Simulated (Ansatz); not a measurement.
# MnH2O2 (Pyrochroite) (P-3m1) in Ansatz: band structure with HSE06

Aim: the band structure of MnH2O2 (Pyrochroite) with HSE06.

Everything below comes from runs of Ansatz 0.2.0. Logs are shortened: lines on timing, memory, paths and dates and some standing lists are left out, and cuts for length are marked.

### 1 The crystal as given

It takes space group P-3m1 (No. 164, trigonal). Conventional cell: a = 3.250 Å, b = 3.250 Å, c = 4.480 Å, α = 90.00°, β = 90.00°, γ = 120.00°. Around Mn (site symmetry -3m) lie 6 O at 2.13 Å. O (site symmetry 3m) has 1 H at 0.99 Å as nearest neighbours. H (site symmetry 3m) has 1 O at 0.99 Å as nearest neighbours.

### 2 Band structure, HSE06, collinear spin, ferromagnetic start

input reads:

```
crystal:
  lattice:
    - [3.25, 0.0, 0.0]
    - [-1.625, 2.8145825623, 0.0]
    - [0.0, 0.0, 4.48]
  atoms:
    - { symbol: Mn, position: [0.0, 0.0, 0.0], spin: 4.0 }
    - { symbol: O, position: [0.6666666667, 0.3333333333, 0.774] }
    - { symbol: O, position: [0.3333333333, 0.6666666667, 0.226] }
    - { symbol: H, position: [0.6666666667, 0.3333333333, 0.554] }
    - { symbol: H, position: [0.3333333333, 0.6666666667, 0.446] }
hamiltonian:
  xc: hse06
  pseudopotentials: { kind: paw }
magnetization:
  spin_polarized: true
kpoints:
  mp_grid: { grid: [6, 6, 4] }
  band_path:
    path:
      - [[0.0, 0.0, 0.0], [0.5, 0.0, 0.0], [0.3333333333, 0.3333333333, 0.0], [0.0, 0.0, 0.0], [0.0, 0.0, 0.5], [0.5, 0.0, 0.5], [0.3333333333, 0.3333333333, 0.5], [0.0, 0.0, 0.5]]
      - [[0.5, 0.0, 0.5], [0.5, 0.0, 0.0]]
      - [[0.3333333333, 0.3333333333, 0.0], [0.3333333333, 0.3333333333, 0.5]]
    npoints: 4
scf:
  occupations: { method: fermi_dirac, width: 0.05 }
  n_extra_bands: 12
output:
  forces: true
  stress: true
  eigenvalues: true
  fatbands: false
```

Potentials or basis: Ansatz PAW.

Output:

```text
Warning: output.stress: scf.convergence.dr2_threshold = 1e-7 eV (the SCF's general default) is looser than the 5e-10 eV advised for a printed stress (1e-10 eV for each atom of the cell: 5). What an SCF threshold leaves in a stress goes as its square root, and in the free energy as the threshold itself, and one threshold admits the most on a small cell: of the crystals measured, under no hybrid functional and no lock of the moments, on runs that ended without the residual-converged pass, on stresses that held no estimate of that error, the worst erred by over 100 MPa in a component at 1e-7 eV an atom and by under 5 at 1e-10. Set scf.convergence.dr2_threshold to 5e-10 eV or tighter. The threshold is an SCF's pass mark: one that does not reach it within its budget of iterations ends unconverged, or closes short of it on a stop that the run arms, and scf.convergence.dr2_threshold's page says what that costs each kind of run
Warning: output.stress: scf.exx.energy_threshold = 1e-6 eV is looser than the 5e-8 eV advised for a stress under a hybrid functional (1e-8 eV for each atom of the cell: 5). Every SCF of the exchange loop can meet its threshold on dr2 while the loop round them stops early: no threshold on dr2 bounds what that leaves in the stress. Set scf.exx.energy_threshold to 5e-8 eV or tighter. The threshold is the loop's pass mark: a loop that does not reach it within its budget of cycles ends unconverged, and scf.exx.energy_threshold's page has the law
scf.n_extra_bands = 12 over 15 filled bands (N_el = 29.0): the run solves 27 bands
GPUs: using 1 of 1 available (devices: 1).
Engine: ansatz 0.2.0, x86_64-unknown-linux-gnu
Pseudopotentials: kind: paw
Pseudopotential: Mn, paw, valence charge 15, recommended cutoff 420 eV (normal), Mn.paw.azcp
Pseudopotential: O, paw, valence charge 6, recommended cutoff 420 eV (normal), O.paw.azcp
Pseudopotential: H, paw, valence charge 1, recommended cutoff 420 eV (normal), H.paw.azcp
Functional definition: HSE06
  parameter a = 0.25
  parameter omega = 0.11/bohr
  exchange = pbe_x - a*pbe_x_sr(omega) + a*exact_x_sr(omega)
  correlation = pbe_c
device memory: the entry about to start is reckoned to put 1.1 GiB on a device that reports 61.0 GiB free (of which the cap on the GPU budget leaves the run 18.0 GiB)
GPU FFT provider: cuFFT
GPU libraries: cuBLAS 13.8.2, cuFFT 12.4.0, cuSOLVER 12.3.4
Crystal: 5 atoms, lattice volume = 40.980 Å³
Basis set: ecut = 420 eV, 795 PW (Γ), exchange–correlation on 48×48×60 points (8 copies of the dense FFT grid, shifted against one another)
Bands: 27, of which v1, the nominal top of the filled ones, is band 15 counted from 1 (14 counted from 0)
Symmetry: 12 space group operations
Space group: P-3m1 (ITA 164), of the structure as read, at distance tolerance 3.4e-5 Å
Magnetic group: BNS 164.85 (UNI 1315), of the structure as read, at distance tolerance 3.4e-5 Å
k-points: 24 of 144
Non-local potential: Mn, projectors of the file, l = 0: 3, l = 1: 2, l = 2: 3, l = 3: 1
Non-local potential: O, projectors of the file, l = 0: 2, l = 1: 2, l = 2: 1
Non-local potential: H, projectors of the file, l = 0: 2, l = 1: 1
PAW form: soft (Blöchl's): semilocal exchange-correlation on the pseudo side does not see the compensation charge
PAW frozen core: Mn, regenerated for the run's functional, and the local potential with it (the file was generated under x = pbe(κ = 0.804, μ = 0.2195149727645171), c = pbe(β = 0.06672455060314922))
PAW frozen core: O, regenerated for the run's functional, and the local potential with it (the file was generated under x = pbe(κ = 0.804, μ = 0.2195149727645171), c = pbe(β = 0.06672455060314922))
PAW one-centre angular grid: Mn, 590 points (default); XC on 64 Gauss nodes
PAW one-centre angular grid: O, 110 points (default); XC on 96 Gauss nodes
PAW one-centre angular grid: H, 110 points (default); XC on 64 Gauss nodes
Initial density: superposition of atomic densities (chi_scale 0.1, normalization cell, long waves kept (reshape's long-wave potential 0.10 eV rms))
Starting moments: Σ|m| = 4 μB on 1 of 5 sites
Initial wavefunctions: pseudopotential atomic-orbital guess
GPU buffer pool allocated for 17280 grid points (all kernels)
GPU transforms: local potential and band sums: pruned to the plane-wave sphere, on 24×24×30
Functional: x = pbe(κ = 0.804, μ = 0.2195149727645171), c = pbe(β = 0.06672455060314922), warm-up for x = pbe(κ = 0.804, μ = 0.2195149727645171) + 0.25 (exact − pbe) at short range (hse, ω = 0.20786987370883472 Å⁻¹), c = pbe(β = 0.06672455060314922); HSE06 as pw.x's `hse` composes it (authors' and Libxc's form: `xc: wpbeh`)
SCF iter   1: F=—  HF=-5074.884145 eV  |F-HF|=—  |Δ(HF+E_count)|=         —  Δρ=3.88e-1 (↑1.48e-1 ↓3.88e-1)  dr2=1.22e2  dr2_m=6.83e0  M=1.402 μB ∫|m|=1.455 μB  β_m=0.30  ethr=1.00e-1  ⟨swp⟩=6.1  Hψ=4527  notcnv=0
preconditioner: auto → none  [metal: Δε(μ)=0.009 eV  Ē_g=18.479 eV  σ=0.050 eV  W_gap=0.05  n_scr=8 (ndim 8)  ℏωp=26.6 eV  f_vac=0.000  D(μ)=3.23/eV (n_scr^D=34)  sad-step TF]
SCF iter   2: F=—  HF=-5067.321421 eV  |F-HF|=—  |Δ(HF+E_count)|=    7.56e0  Δρ=1.24e-1 (↑9.77e-2 ↓1.24e-1)  dr2=8.29e0  dr2_m=2.43e0  M=4.951 μB ∫|m|=4.951 μB  β_m=1.00  ethr=1.00e-1  ⟨swp⟩=3.2  Hψ=3163  notcnv=0  defer=1
SCF iter   3: F=—  HF=-5064.953609 eV  |F-HF|=—  |Δ(HF+E_count)|=    2.37e0  Δρ=3.60e-2 (↑3.60e-2 ↓3.58e-2)  dr2=1.26e0  dr2_m=5.23e-3  M=5.000 μB ∫|m|=5.000 μB  β_m=1.00  ethr=2.86e-2  ⟨swp⟩=3.4  Hψ=2782  notcnv=0  defer=6
[... 44 lines left out ...]
SCF iter   1: F=—  HF=-5066.049189 eV  |F-HF|=—  |Δ(HF+E_count)|=         —  Δρ=8.47e-5 (↑8.47e-5 ↓3.94e-5)  dr2=1.57e-6  dr2_m=8.12e-7  M=5.000 μB ∫|m|=5.000 μB  β_m=0.30  ethr=1.43e-6  ⟨swp⟩=3.4  Hψ=3051  notcnv=0
preconditioner: auto → none  [insulator: Δε(μ)=2.513 eV  Ē_g=20.856 eV  σ=0.050 eV  W_gap=1.00  n_scr=8 (ndim 8)  ℏωp=26.6 eV  f_vac=0.036  D(μ)=0.00/eV (n_scr^D=0)]
SCF iter   2: F=—  HF=-5066.049191 eV  |F-HF|=—  |Δ(HF+E_count)|=   1.86e-6  Δρ=6.35e-5 (↑6.35e-5 ↓2.69e-5)  dr2=5.93e-7  dr2_m=5.23e-7  M=5.000 μB ∫|m|=5.000 μB  β_m=0.52  ethr=4.98e-9  ⟨swp⟩=4.0  Hψ=2907  notcnv=0  defer=1
SCF iter   3: F=—  HF=-5066.049191 eV  |F-HF|=—  |Δ(HF+E_count)|=   1.55e-7  Δρ=1.26e-5 (↑1.16e-5 ↓1.26e-5)  dr2=1.19e-7  dr2_m=1.73e-8  M=5.000 μB ∫|m|=5.000 μB  β_m=0.52  ethr=2.04e-9  ⟨swp⟩=3.1  Hψ=2656  notcnv=0  defer=1
SCF iter   4: F=—  HF=-5066.049191 eV  |F-HF|=—  |Δ(HF+E_count)|=   5.56e-8  Δρ=7.13e-6 (↑7.13e-6 ↓3.48e-6)  dr2=6.32e-9  dr2_m=8.88e-9  M=5.000 μB ∫|m|=5.000 μB  β_m=0.56  ethr=3.94e-10  ⟨swp⟩=4.0  Hψ=2694  notcnv=0  defer=2
SCF iter   5: F=—  HF=-5066.049191 eV  |F-HF|=—  |Δ(HF+E_count)|=   5.06e-9  Δρ=4.05e-6 (↑4.05e-6 ↓1.70e-6)  dr2=2.10e-9  dr2_m=2.48e-9  M=5.000 μB ∫|m|=5.000 μB  β_m=0.61  ethr=2.02e-11  ⟨swp⟩=4.3  Hψ=3481  notcnv=0  defer=2
SCF iter   6: F=-5066.049191 eV  HF=-5066.049191 eV  |F-HF|=8.46e-11  |Δ(HF+E_count)|=  6.71e-10  Δρ=8.13e-7 (↑2.86e-7 ↓8.13e-7)  dr2=1.41e-10  dr2_m=9.59e-11  M=5.000 μB ∫|m|=5.000 μB  ethr=7.17e-12  ⟨swp⟩=3.7  Hψ=2437  notcnv=0  defer=2
SCF 3 converged in 6 iterations: F = -5066.049191 eV  dr2 = 1.41e-10
  Residual-converged pass: ⟨swp⟩=3.1  Hψ=2334  notcnv=0  max |occ|·‖R‖ = 2.7e-7 eV (tolerance 2.7e-7 eV)  dr2=1.47e-10  dr2_m=9.79e-11  dr2_onsite=3.48e-11  max |Δocc| = 8.2e-22
hybrid outer 2: dexx = +1.365e-6 eV, tail = 6.41e-8 eV, Δε = 4.46e-3 eV (about 1.45e-4 eV left of the loop's levels), ΔF = 6.67e-3 eV/Å (tail 1.03e-3)
GPU FFT provider: cuFFT
GPU libraries: cuBLAS 13.8.2, cuFFT 12.4.0, cuSOLVER 12.3.4
GPU buffer pool allocated for 17280 grid points (all kernels)
GPU transforms: local potential and band sums: pruned to the plane-wave sphere, on 24×24×30
Exchange kernel: α = 0.2500, screened, ω = 0.2079 Å⁻¹, Wigner–Seitz truncation, v(0) = 1043.3699 eV·Å³, q-mesh 6×6×4, nearest image of the exchange supercell L = 17.92 Å, pair-density grid 15×15×24, without the augmentation charges, whose exchange is taken in its separable form by FFT convolution over the k-point mesh (sized by the pseudopotential files, 20×20×30 at the most), smooth part of the exact exchange by density-matrix convolution in up to 2.31 GiB of GPU memory as planned if the GPU has room (build and FFT work areas not counted)
Frozen-core exchange: fock
SCF iter   1: F=—  HF=-5066.049191 eV  |F-HF|=—  |Δ(HF+E_count)|=         —  Δρ=2.52e-6 (↑2.52e-6 ↓1.10e-6)  dr2=1.73e-9  dr2_m=5.72e-10  M=5.000 μB ∫|m|=5.000 μB  β_m=0.30  ethr=1.10e-9  ⟨swp⟩=3.4  Hψ=2720  notcnv=0
SCF iter   2: F=—  HF=-5066.049191 eV  |F-HF|=—  |Δ(HF+E_count)|=   1.45e-9  Δρ=1.95e-6 (↑1.95e-6 ↓9.02e-7)  dr2=6.58e-10  dr2_m=4.69e-10  M=5.000 μB ∫|m|=5.000 μB  β_m=0.50  ethr=5.63e-12  ⟨swp⟩=4.1  Hψ=2935  notcnv=0  defer=1
SCF iter   3: F=-5066.049191 eV  HF=-5066.049191 eV  |F-HF|=3.73e-11  |Δ(HF+E_count)|=  8.00e-11  Δρ=4.70e-7 (↑4.70e-7 ↓3.79e-7)  dr2=6.53e-11  dr2_m=2.53e-11  M=5.000 μB ∫|m|=5.000 μB  ethr=2.24e-12  ⟨swp⟩=3.1  Hψ=2295  notcnv=0  defer=2
SCF 4 converged in 3 iterations: F = -5066.049191 eV  dr2 = 6.53e-11
  Residual-converged pass: ⟨swp⟩=2.5  Hψ=2201  notcnv=0  max |occ|·‖R‖ = 2.6e-7 eV (tolerance 2.7e-7 eV)  dr2=6.60e-11  dr2_m=2.58e-11  dr2_onsite=2.72e-11  max |Δocc| = 1.1e-22
hybrid outer 3: dexx = +1.394e-9 eV, tail = 2.57e-10 eV, Δε = 1.84e-4 eV (about 1.93e-5 eV left of the loop's levels), ΔF = 5.45e-5 eV/Å (tail 6.73e-5)
device memory: the entry about to start is reckoned to put 0.5 GiB on a device that reports 58.5 GiB free (of which the cap on the GPU budget leaves the run 18.0 GiB)
NSCF: frozen V_eff on 39 k-points, pencils in batches of 32, up to order 120
this state was not tested for a lower state beside it, because the functional holds exact exchange (a hybrid, or Hartree-Fock), whose exchange loop this test does not read (fock_operator); the stability check (scf.self_checks: high) cannot read this state: a pseudopotential is PAW: the check reads norm-conserving sets alone
hybrid SCF converged: 3 outer / 15 inner (+13 warm-up), last move |dexx| = 1.39e-9 eV, tail = 2.57e-10 eV
Magnetization: 5.0000 μB (17.0000 up, 12.0000 down)
Absolute magnetization: 5.0001 μB (∫|ρ↑−ρ↓|, with the PAW one-centre terms)
Spin contamination: 0.0033 ħ² per cell (⟨S²⟩ above its minimum at these occupations)
Per-site moments (μB) at R_I (Å): [(4.2303162717659095, 0.8795007952123307), (0.043714252479352164, 0.4065599999999999), (0.04371425247935223, 0.40656000000000014), (0.0042606090448078305, 0.4065599999999999), (0.004260609044807776, 0.40656000000000014)]
Free energy (F): -5066.049191 eV
Frozen-core exchange: fock
Harris-Foulkes:  -5066.049191 eV  (|F-HF|=3.73e-11)
Internal energy: -5066.049191 eV  (E = F + TS)
E sigma→0 (E₀):  -5066.049191 eV
Fermi energy:    8.615127 eV
--- Per-component energies (eV) ---
  E_band       = -423.621219
  E_kinetic    = 682.512903
  E_local      = -3336.877234  (includes V_loc(G=0)·N_el)
  E_nonlocal   = 356.049154
  E_hartree    = 1345.278692
  E_xc         = -221.503215
  E_vxc        = -280.627799  (∫ρ·V_xc dr)
  E_exx        = -110.424790  (= α·E_x^exact, valence–valence)
  E_paw        = -1573.750911  (= ΣΔE_a)
  E_vpaw       = -314.388939  (= ΣTr[D̂ρ^β])
  E_aug_tail   = 0.002587  (compensation charges beyond the density's cutoff)
  E_ewald      = -2207.086494
  E_core_change = -0.249883  (= ΣΔE_core)
  E_smearing   = -0.000000  (= −TS)
  E_closure    = -0.000000  (closes the sum)
  Σ components = -5066.049191   (vs F -5066.049191, Δ=-9.09e-13)
--- Forces (eV/Å), atoms counted from 1 ---
  atom   1  Mn    -0.00000000     0.00000000     0.00000000
  atom   2  O     -0.00000000     0.00000000    -2.02146724
  atom   3  O      0.00000000     0.00000000     2.02146724
  atom   4  H     -0.00000000    -0.00000000     1.18191668
  atom   5  H     -0.00000000    -0.00000000    -1.18191668
  max |Σ_I F_I| component: 2.53e-19 eV/Å
--- Stress (GPa, compression-positive) ---
       11.204559       0.000000       0.000000
        0.000000      11.204559       0.000000
       -0.000000       0.000000       0.997407
  P = ⅓ Tr σ = 7.8022 GPa (78.022 kbar)
--- Band table (eV; the first three rows and the last of 48) ---
  k-point 0 ↑: bands = ["-78.2736", "-45.7670", "-45.7004", "-45.7004", "-15.7500", "-14.2585", "-3.2634", "0.7988", "0.8931", "0.8931", "3.7396", "3.7396", "4.3839", "4.3839", "4.6774", "7.1230", "7.1230", "9.8388", "13.4450", "19.3631", "22.2964", "22.2964", "23.0054", "24.0302", "25.8666", "25.8666", "28.0881"]
  k-point 1 ↑: bands = ["-78.2736", "-45.7672", "-45.7004", "-45.7004", "-15.5602", "-14.5091", "-2.7912", "0.0897", "0.9403", "0.9403", "3.6156", "3.6156", "4.3749", "4.3749", "4.6459", "7.2263", "7.2263", "10.7288", "13.8795", "18.4402", "21.2158", "22.2666", "22.2666", "24.8716", "25.0436", "25.0436", "27.4456"]
  k-point 2 ↑: bands = ["-78.2736", "-45.7674", "-45.7004", "-45.7004", "-15.1176", "-15.0109", "-1.9239", "-0.9820", "0.9905", "0.9905", "3.4954", "3.4954", "4.3636", "4.3636", "4.6164", "7.3258", "7.3258", "11.9250", "13.9860", "18.3396", "19.2206", "22.3207", "22.3207", "24.2246", "24.2246", "24.2675", "28.5488"]
  k-point 23 ↓: bands = ["-71.9470", "-38.9771", "-38.9048", "-38.9048", "-14.4440", "-14.4440", "-1.3595", "-1.3595", "1.9086", "2.4525", "2.5802", "2.5802", "13.0755", "13.2212", "13.2212", "14.6010", "14.6010", "16.1018", "16.1018", "16.2301", "20.2135", "20.7491", "20.7491", "26.9389", "26.9389", "27.0743", "28.7863"]
```

Wall time 73 s (1 × NVIDIA H100 80GB HBM3 with 2 threads of AMD EPYC 7R13 (Zen 3), shared host); peak memory 2 GiB.

What came out:

```
Free energy             : -5066.0492 eV
Pressure                : 7.8 GPa
Largest force           : 2.021 eV/Å
Band gap on the k mesh  : 2.51 eV, indirect (least direct gap 2.72 eV)
Band gap along the path : 2.51 eV, indirect (least direct gap 2.72 eV)
Net moment              : 5.00 μB per cell
Absolute moment         : 5.00 μB per cell
Site moments            : Mn +4.23; O +0.04; H +0.00 μB
```

Forces on the atoms (eV/Å):
```
Mn   0.000  0.000  0.000
O    0.000  0.000 -2.021
O    0.000  0.000  2.021
H    0.000  0.000  1.182
H    0.000  0.000 -1.182
```

Stress tensor (GPa, compression positive):
```
11.20  0.00  0.00
 0.00 11.20  0.00
 0.00  0.00  1.00
```

Levels at the corners of the path, in eV from the valence-band top:
Spin up:
```tsv
point	band 14	band 15	band 16	band 17	band 18	band 19	band 20	band 21
Γ	-2.94	-2.65	-0.20	-0.20	2.51	6.12	12.04	14.97
M	-2.54	-2.40	-1.34	-0.13	6.79	8.46	9.18	12.35
K	-2.43	-2.43	-1.20	-1.20	8.33	8.33	9.06	11.74
Γ	-2.94	-2.65	-0.20	-0.20	2.51	6.12	12.04	14.97
A	-2.96	-2.71	0.00	0.00	4.60	6.66	11.01	11.89
L	-2.54	-2.41	-1.26	-0.41	7.11	7.57	9.90	11.24
H	-2.45	-2.45	-0.73	-0.73	8.41	8.56	8.56	11.08
A	-2.96	-2.71	0.00	0.00	4.60	6.66	11.01	11.89
L	-2.54	-2.41	-1.26	-0.41	7.11	7.57	9.90	11.24
M	-2.54	-2.40	-1.34	-0.13	6.79	8.46	9.18	12.35
K	-2.43	-2.43	-1.20	-1.20	8.33	8.33	9.06	11.74
H	-2.45	-2.45	-0.73	-0.73	8.41	8.56	8.56	11.08
```
Spin down:
```tsv
point	band 8	band 9	band 10	band 11	band 12	band 13	band 14	band 15	band 16	band 17
Γ	-6.33	-4.83	-4.83	-3.25	-3.25	3.05	5.53	5.53	5.64	6.73
M	-7.83	-6.54	-5.09	-4.67	-4.06	4.14	5.66	6.39	7.08	7.15
K	-8.16	-6.16	-5.44	-5.44	-3.93	4.96	5.51	5.51	6.84	6.84
Γ	-6.33	-4.83	-4.83	-3.25	-3.25	3.05	5.53	5.53	5.64	6.73
A	-8.11	-4.64	-4.64	-3.50	-3.50	5.02	5.08	5.43	5.43	7.45
L	-8.68	-5.28	-4.79	-4.54	-4.20	4.86	5.97	6.36	6.68	7.34
H	-8.69	-5.42	-4.87	-4.75	-4.75	5.75	5.90	5.90	7.28	7.28
A	-8.11	-4.64	-4.64	-3.50	-3.50	5.02	5.08	5.43	5.43	7.45
L	-8.68	-5.28	-4.79	-4.54	-4.20	4.86	5.97	6.36	6.68	7.34
M	-7.83	-6.54	-5.09	-4.67	-4.06	4.14	5.66	6.39	7.08	7.15
K	-8.16	-6.16	-5.44	-5.44	-3.93	4.96	5.51	5.51	6.84	6.84
H	-8.69	-5.42	-4.87	-4.75	-4.75	5.75	5.90	5.90	7.28	7.28
```

Caveat: the magnetic or orbital state may not be the lowest; the pressure holds a Pulay correction of +0.7 GPa for the finite cutoff; a cell with one magnetic atom can't hold antiferromagnetic order, which such compounds often take; the PAW data sets come from PBE, with cores solved anew for the run's functional, which leaves a small shift of forces and pressure; forces of over 1 eV/Å show positions far from the minimum, so gaps and moduli don't describe the material at rest; the thresholds are loose for stress.
